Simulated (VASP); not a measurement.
# TiB (Pnma) in VASP: further runs

Runs on TiB. Level: PBEsol. Tasks: single point.

All numbers are computed with VASP 6.6.1; they aren't measurements. Logs are shortened: lines on timing, memory, paths and dates and some standing lists are left out, and cuts for length are marked.

### 1 The structure

It takes space group Pnma (No. 62, orthorhombic). The conventional cell has a = 6.079 Å, b = 3.039 Å, c = 4.529 Å, α = 90.00°, β = 90.00°, γ = 90.00°. Around Ti (site symmetry m) lie 7 B at 2.33 to 2.52 Å. Around B (site symmetry m) lie 2 B at 1.82 Å.

### 2 Single point, PBEsol

INCAR

```
SYSTEM = TiB
PREC = Accurate ; ENCUT = 520
EDIFF = 1E-6 ; ISMEAR = -1
SIGMA = 0.1 ; LREAL = .FALSE.
LASPH = .TRUE. ; NELM = 100
ALGO = Fast ; ISIF = 2
LWAVE = .FALSE. ; LCHARG = .FALSE.
GGA = PS ; NBANDS = 40
```

KPOINTS

```
regular mesh
0
G
  5 9 6
  0 0 0
```

POSCAR

```
TiB
1.0
    6.0789249369      0.0000000000      0.0000000000
    0.0000000000      3.0394624684      0.0000000000
    0.0000000000      0.0000000000      4.5293950510
Ti B
4 4
Direct
    0.1770000000      0.2500000000      0.1230000000
    0.8230000000      0.7500000000      0.8770000000
    0.3230000000      0.7500000000      0.6230000000
    0.6770000000      0.2500000000      0.3770000000
    0.0290000000      0.2500000000      0.6030000000
    0.9710000000      0.7500000000      0.3970000000
    0.4710000000      0.7500000000      0.1030000000
    0.5290000000      0.2500000000      0.8970000000
```

Potentials or basis: VASP PAW PBE potentials, release 64 (Ti_sv, B).

The run is started by

```sh
$ cat potpaw_PBE.64/Ti_sv/POTCAR potpaw_PBE.64/B/POTCAR > POTCAR
$ mpirun -np 1 vasp_std > vasp.out
```

OUTCAR:

```text
SYSTEM = TiB
   PREC = Accurate
   ENCUT = 520
   EDIFF = 1E-6
   ISMEAR = -1
   LREAL = .FALSE.
   LASPH = .TRUE.
   NELM = 100
   ISIF = 2
   GGA = PS

 ion  position               nearest neighbor table
   1  0.177  0.250  0.123-   6 2.33   6 2.33   7 2.35   7 2.35   5 2.35   8 2.37   5 2.52   2 2.86
                             2 2.86   3 2.87   3 2.87   3 2.87   3 2.87
   2  0.823  0.750  0.877-   5 2.33   5 2.33   8 2.35   8 2.35   6 2.35   7 2.37   6 2.52   1 2.86
                             1 2.86   4 2.87   4 2.87   4 2.87   4 2.87
   3  0.323  0.750  0.623-   8 2.33   8 2.33   5 2.35   5 2.35   7 2.35   6 2.37   7 2.52   4 2.86
                             4 2.86   1 2.87   1 2.87   1 2.87   1 2.87
   4  0.677  0.250  0.377-   7 2.33   7 2.33   6 2.35   6 2.35   8 2.35   5 2.37   8 2.52   3 2.86
                             3 2.86   2 2.87   2 2.87   2 2.87   2 2.87
   5  0.029  0.250  0.603-   6 1.82   6 1.82   2 2.33   2 2.33   3 2.35   3 2.35   1 2.35   4 2.37
                             1 2.52
   6  0.971  0.750  0.397-   5 1.82   5 1.82   1 2.33   1 2.33   4 2.35   4 2.35   2 2.35   3 2.37
                             2 2.52
   7  0.471  0.750  0.103-   8 1.82   8 1.82   4 2.33   4 2.33   1 2.35   1 2.35   3 2.35   2 2.37
                             3 2.52
   8  0.529  0.250  0.897-   7 1.82   7 1.82   3 2.33   3 2.33   2 2.35   2 2.35   4 2.35   1 2.37
                             4 2.52

  LATTYP: Found a simple orthorhombic cell.
 ALAT       =     3.0394624684
 B/A-ratio  =     1.4901960784
 C/A-ratio  =     2.0000000000

  Lattice vectors:

 A1 = (   0.0000000000,   3.0394624684,   0.0000000000)
 A2 = (   0.0000000000,   0.0000000000,   4.5293950510)
 A3 = (   6.0789249369,   0.0000000000,   0.0000000000)

Analysis of symmetry for initial positions (statically):
=====================================================================
 Subroutine PRICEL returns:
 Original cell was already a primitive cell.

 Routine SETGRP: Setting up the symmetry group for a
 simple orthorhombic supercell.

 Subroutine GETGRP returns: Found  8 space group operations
 (whereof  2 operations were pure point group operations)
 out of a pool of  8 trial point group operations.

The static configuration has the point symmetry S_2 .
 The point group associated with its full space group is D_2h.

Analysis of symmetry for dynamics (positions and initial velocities):
=====================================================================
 Subroutine PRICEL returns:
 Original cell was already a primitive cell.

 Routine SETGRP: Setting up the symmetry group for a
 simple orthorhombic supercell.

 Subroutine GETGRP returns: Found  8 space group operations
 (whereof  2 operations were pure point group operations)
 out of a pool of  8 trial point group operations.

The dynamic configuration has the point symmetry S_2 .
 The point group associated with its full space group is D_2h.

 Subroutine INISYM returns: Found  8 space group operations
 (whereof  2 operations are pure point group operations),
 and found     1 'primitive' translations

----------------------------------------------------------------------------------------

                                     Primitive cell

  volume of cell :      83.6881

  direct lattice vectors                    reciprocal lattice vectors
     6.078924937  0.000000000  0.000000000     0.164502772  0.000000000  0.000000000
     0.000000000  3.039462468  0.000000000     0.000000000  0.329005543  0.000000000
     0.000000000  0.000000000  4.529395051     0.000000000  0.000000000  0.220780035

  length of vectors
     6.078924937  3.039462468  4.529395051     0.164502772  0.329005543  0.220780035

  position of ions in fractional coordinates (direct lattice)
     0.177000000  0.250000000  0.123000000
     0.823000000  0.750000000  0.877000000
     0.323000000  0.750000000  0.623000000
     0.677000000  0.250000000  0.377000000
     0.029000000  0.250000000  0.603000000
     0.971000000  0.750000000  0.397000000
     0.471000000  0.750000000  0.103000000
     0.529000000  0.250000000  0.897000000

  ion indices of the primitive-cell ions
   primitive index   ion index
                 1           1
                 2           2
                 3           3
                 4           4
                 5           5
                 6           6
                 7           7
                 8           8

----------------------------------------------------------------------------------------

 KPOINTS: regular mesh

Automatic generation of k-mesh.
 Grid dimensions read from file:
 generate k-points for:    5    9    6

 Generating k-lattice:

  Cartesian coordinates                     Fractional coordinates (reciprocal lattice)
     0.032900554  0.000000000  0.000000000     0.200000000  0.000000000  0.000000000
     0.000000000  0.036556171  0.000000000     0.000000000  0.111111111  0.000000000
     0.000000000  0.000000000  0.036796673     0.000000000  0.000000000  0.166666667

  Length of vectors
     0.032900554  0.036556171  0.036796673

  Shift w.r.t. Gamma in fractional coordinates (k-lattice)
     0.000000000  0.000000000  0.000000000

 Subroutine IBZKPT returns following result:
 ===========================================

 Found     60 irreducible k-points:

 Following reciprocal coordinates:
            Coordinates               Weight
  0.000000  0.000000  0.000000      1.000000
  0.200000  0.000000  0.000000      2.000000
  0.400000  0.000000  0.000000      2.000000
  0.000000  0.111111  0.000000      2.000000
  0.200000  0.111111  0.000000      4.000000
  0.400000  0.111111  0.000000      4.000000
[... 16 lines left out ...]
  0.200000  0.222222  0.166667      8.000000
  0.400000  0.222222  0.166667      8.000000
 [... further k-points ...]
   k-points           NKPTS =     60   k-points in BZ     NKDIM =     60   number of bands    NBANDS=     40
   number of dos      NEDOS =    301   number of ions     NIONS =      8
   total plane-waves  NPLWV =  41472
   dimension x,y,z NGX =    48 NGY =   24 NGZ =   36
   dimension x,y,z NGXF=    96 NGYF=   48 NGZF=   72
   ions per type =               4   4
   NGX,Y,Z   is equivalent  to a cutoff of  13.13, 13.13, 13.21 a.u.
   NGXF,Y,Z  is equivalent  to a cutoff of  26.25, 26.25, 26.43 a.u.
 SYSTEM =  TiB
   PREC   = accura    normal or accurate (medium, high low for compatibility)
   ISTART =      0    job   : 0-new  1-cont  2-samecut
   ICHARG =      2    charge: 1-file 2-atom 10-const
   ISPIN  =      1    spin polarized calculation?
   LNONCOLLINEAR =      F non collinear calculations
   LSORBIT =      F    spin-orbit coupling
   LASPH  =      T    aspherical Exc in radial PAW
   ENCUT  =  520.0 eV  38.22 Ry    6.18 a.u.  11.30  5.65  8.42*2*pi/ulx,y,z
   NELM   =    100;   NELMIN=  2; NELMDL= -5     # of ELM steps
   EDIFF  = 0.1E-05   stopping-criterion for ELM
   LREAL  =      F    real-space projection
   EDIFFG = 0.1E-04   stopping-criterion for IOM
   NSW    =      0    number of steps for IOM
   IBRION =     -1    ionic relax: 0-MD 1-quasi-New 2-CG
   NFREE  =      0    steps in history (QN), initial steepest desc. (CG)
   ISIF   =      2    stress and relaxation
   ISYM   =      2    0-nonsym 1-usesym 2-fastsym
   POTIM  = 0.5000    time-step for ionic-motion
   TEBEG  =    0.0;   TEEND  =   0.0 temperature during run
   PSTRESS=    0.0 pullay stress
   NELECT =      60.0000    total number of electrons
   NUPDOWN=      -1.0000    fix difference up-down
   EMIN   =  10.00;   EMAX   =-10.00  energy-range for DOS
   EFERMI =   0.00;   METHOD = LEGACY
   ISMEAR =    -1;   SIGMA  =   0.10  broadening in eV -4-tet -1-fermi 0-gaus
   EFERMI_NEDOS =   21; number of points for ismear=-14 and -15
   IALGO  =     68    algorithm
   IMIX   =      4    mixing-type and parameters
     AMIX     =   0.40;   BMIX     =  1.00
     AMIX_MAG =   1.60;   BMIX_MAG =  1.00
  volume/ion in A,a.u.               =      10.46        70.59
  Fermi-wavevector in a.u.,A,eV,Ry     =   1.465224  2.768872 29.210090  2.146881
  Thomas-Fermi vector in A             =   2.581106
   LORBIT       =      0    0 simple, 1 ext, 2 COOP (PROOUT), +10 PAW based schemes
   GGA     = PS    functional components
   LHFCALC =     F    Hartree Fock is set to
   AEXX    =    0.0000 exact exchange contribution
   IVDW    =     0    specifies the selected vdW correction
   LEPSILON=     F    determine dielectric tensor
   LRPA    =     F    only Hartree local field effects (RPA)
 non-spin polarized calculation
 RMM-DIIS sequential band-by-band and
  energy-cutoff  :      520.00
  volume of cell :       83.69
 maximum number of plane-waves:      2274
 NGX is ok and might be reduce to    48
   NGX = 23   NGY = 11   NGZ = 17

 number of electron      60.0000015 magnetization

 Free energy of the ion-electron system (eV)
  ---------------------------------------------------
  ext. energy  EPLUGINS =         0.00000000
  ---------------------------------------------------
  free energy    TOTEN  =       -68.66493925 eV

  energy without entropy =      -68.52638593  energy(sigma->0) =      -68.59566259

 E-fermi :   8.7806     XC(G=0): -12.5725

 val. band max:        8.7778645458   @ k =   0.0000   0.3333   0.1667
 cond. band min:       8.7829141669   @ k =   0.4000   0.2222   0.3333
 fundamental gap:      0.0050496211
 Fermi energy:         8.7805935491

 k-point     1 :       0.0000    0.0000    0.0000
  band No.  band energies     occupation
      1     -47.2277      2.00000
      2     -47.1648      2.00000
      3     -47.1146      2.00000
      4     -47.0756      2.00000
      5     -23.8193      2.00000
      6     -23.8044      2.00000
[... 32 lines left out ...]
     39      11.8635      0.00000
     40      13.6546      0.00000

 k-point     2 :       0.2000    0.0000    0.0000
  band No.  band energies     occupation
      1     -47.2233      2.00000
      2     -47.1743      2.00000
      3     -47.1073      2.00000
      4     -47.0778      2.00000
      5     -23.8223      2.00000
      6     -23.8114      2.00000
[... 939 lines left out ...]
  band No.  band energies     occupation
      1     -47.1805      2.00000
      2     -47.1666      2.00000
      3     -47.1003      2.00000
      4     -47.0928      2.00000
      5     -23.7653      2.00000
      6     -23.7544      2.00000
[... 32 lines left out ...]
     39      12.2365      0.00000
     40      12.3537      0.00000

 [... further k-points ...]

------------------------ aborting loop because EDIFF is reached ----------------------------------------

  FORCE on cell =-STRESS in cart. coord.  units (eV):
  Direction    XX          YY          ZZ          XY          YZ          ZX
  --------------------------------------------------------------------------------------
  -------------------------------------------------------------------------------------
  Total       -0.8443020     -0.5317600     -0.6393069      0.0000000     -0.0000000      0.0000000
  in kB      -16.1638426    -10.1803440    -12.2392901      0.0000000     -0.0000000      0.0000000
  external PRESSURE =     -12.8611589 kB  Pullay stress =       0.0000000 kB

 VOLUME and BASIS-vectors are now :
 -----------------------------------------------------------------------------
  energy-cutoff  :      520.00
  volume of cell :       83.69
      direct lattice vectors                 reciprocal lattice vectors
     6.078924937  0.000000000  0.000000000     0.164502772  0.000000000  0.000000000
     0.000000000  3.039462468  0.000000000     0.000000000  0.329005543  0.000000000
     0.000000000  0.000000000  4.529395051     0.000000000  0.000000000  0.220780035

 POSITION                                       TOTAL-FORCE (eV/Angst)
 -----------------------------------------------------------------------------------
      1.07597      0.75987      0.55712         0.086511     -0.000000     -0.041884
      5.00296      2.27960      3.97228        -0.086511     -0.000000      0.041884
      1.96349      2.27960      2.82181        -0.086511     -0.000000     -0.041884
      4.11543      0.75987      1.70758         0.086511     -0.000000      0.041884
      0.17629      0.75987      2.73123         0.067848      0.000000     -0.214409
      5.90264      2.27960      1.79817        -0.067848      0.000000      0.214409
      2.86317      2.27960      0.46653        -0.067848      0.000000     -0.214409
      3.21575      0.75987      4.06287         0.067848     -0.000000      0.214409
 -----------------------------------------------------------------------------------
    total drift:                                0.000000      0.000000     -0.000000

  FREE ENERGIE OF THE ION-ELECTRON SYSTEM (eV)
  ---------------------------------------------------
  free  energy   TOTEN  =       -68.6649392547 eV

  energy  without entropy=      -68.5263859305  energy(sigma->0) =      -68.59566259
```

Run time: 10 min. Hardware: 1 thread of Intel Xeon Platinum 8259CL at 2.50GHz (Skylake/Cascade Lake), shared host; peak memory 0.29 GiB.

Results:

* Free energy: -68.6649 eV
* Pressure: -1.3 GPa
* Largest force: 0.225 eV/Å
* Band gap on the k mesh: none (metal or under the smearing width)

Forces on the atoms (eV/Å):
```
Ti   0.087  0.000 -0.042
Ti  -0.087  0.000  0.042
Ti  -0.087  0.000 -0.042
Ti   0.087  0.000  0.042
B    0.068  0.000 -0.214
B   -0.068  0.000  0.214
B   -0.068  0.000 -0.214
B    0.068  0.000  0.214
```

Caveat: the PAW data sets were made with another functional, which shifts forces and pressure a little.

### 3 Single point, PBEsol

This run uses another cell than the first one, of 11.42 Å³/atom, 1.092 times its volume.

INCAR

```
PREC     = Accurate       # precision mode
ENCUT    = 520            # plane-wave cutoff, eV
EDIFF    = 1E-7           # SCF threshold, eV
ISMEAR   = -1             # smearing method
SIGMA    = 0.1            # smearing width, eV
LREAL    = False          # projectors in reciprocal space
LASPH    = True           # aspherical terms in the spheres
NELM     = 100            # most SCF steps
ALGO     = Fast           # electronic algorithm
ISIF     = 2              # what is computed and relaxed
LWAVE    = False          # write WAVECAR
LCHARG   = True           # write CHGCAR
GGA      = PS             # functional
LELF     = True           # ELF
LVHAR    = True         
NBANDS   = 40             # bands
```

KPOINTS

```
regular mesh
0
Gamma
  5 9 6
```

POSCAR: that of step 2 with these lines changed.

```diff
@@ -2,5 +2,5 @@
 1.0
-    6.0789249369      0.0000000000      0.0000000000
-    0.0000000000      3.0394624684      0.0000000000
-    0.0000000000      0.0000000000      4.5293950510
+    6.2595918252      0.0000000000      0.0000000000
+    0.0000000000      3.1297959126      0.0000000000
+    0.0000000000      0.0000000000      4.6640095953
 Ti B
```

Potentials or basis: VASP PAW PBE potentials, release 64 (Ti_sv, B).

The run is started by

```sh
$ cat potpaw_PBE.64/Ti_sv/POTCAR potpaw_PBE.64/B/POTCAR > POTCAR
$ mpirun -np 1 vasp_std > vasp.out
```

Run time: 16 min. Hardware: 1 thread of Intel Xeon Platinum 8259CL at 2.50GHz (Skylake/Cascade Lake), shared host; peak memory 0.3 GiB.

It converged, with:

```yaml
Free_energy: -68.1923 eV
Pressure: -17.3 GPa
Largest_force: 0.385 eV/Å
Band_gap_on_the_k_mesh: none (metal or under the smearing width)
```

Forces on the atoms (eV/Å):
```
Ti   0.159  0.000  0.082
Ti  -0.159  0.000 -0.082
Ti  -0.159  0.000  0.082
Ti   0.159  0.000 -0.082
B   -0.016  0.000 -0.385
B    0.016  0.000  0.385
B    0.016  0.000 -0.385
B   -0.016  0.000  0.385
```

Stress tensor (GPa, compression positive):
```
-17.09   0.00   0.00
  0.00 -17.82   0.00
  0.00   0.00 -17.10
```

Levels at points of the mesh, in eV from the Fermi level:
| k point | band 28 | band 29 | band 30 | band 31 | band 32 | band 33 |
| --- | --- | --- | --- | --- | --- | --- |
| (0.00, 0.00, 0.00) | -0.76 | 0.58 | 0.72 | 0.84 | 1.13 | 1.34 |
| (0.00, 0.00, 0.50) | -0.84 | -0.03 | -0.03 | 1.45 | 1.45 | 1.88 |

Caveat: so large a pressure means that the cell lies far from this level's equilibrium, or that cutoff or potentials fall short; the potentials were made for another functional, which shifts forces and pressure.
